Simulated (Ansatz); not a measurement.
# Equation of state of Mg$_{2}$Si from a dense series

```
CELL_PARAMETERS angstrom
0.00000 3.19500 3.19500
3.19500 0.00000 3.19500
3.19500 3.19500 0.00000
ATOMIC_POSITIONS crystal
Mg 0.25000 0.25000 0.25000
Mg 0.75000 0.75000 0.75000
Si 0.00000 0.00000 0.00000
```

Atom numbers follow the list: Mg1, Mg2, Si3.

The cell is COD entry 9009039, as deposited and not checked against the literature; nothing was relaxed. It differs from other determinations.

Theory: DFT, PBE, all-electron LAPW, scalar-relativistic (Ansatz 0.2.0).

The runs use a Γ-centred 9×9×9 k mesh, Fermi–Dirac smearing of 0.05 eV, basis error target 0.5 meV/atom, no spin polarisation.

The cell is scaled evenly. Fractional coordinates are held (clamped ions).

```tsv
V (Å³/atom)	P (GPa)
20.439	2.95
20.873	1.62
21.308	0.43
21.526	-0.13
21.743	-0.65
21.961	-1.16
22.178	-1.63
22.613	-2.51
```

(1) Fit a third-order Birch–Murnaghan curve to the pressures.

(2) Predict the pressure at the withheld volume, 23.048 Å³/atom.

Results:

(1) P = (3B0/2)(y^(7/2) − y^(5/2))[1 + (3/4)(B0′ − 4)(y − 1)] with y = (V0/V)^(2/3) fits within 0.01 GPa for V0 = 21.474 Å³/atom, B0 = 54.0 GPa and B0′ = 4.05.

(2) There y = 0.9540, so the fit gives -3.31 GPa; the run gave -3.31 GPa.
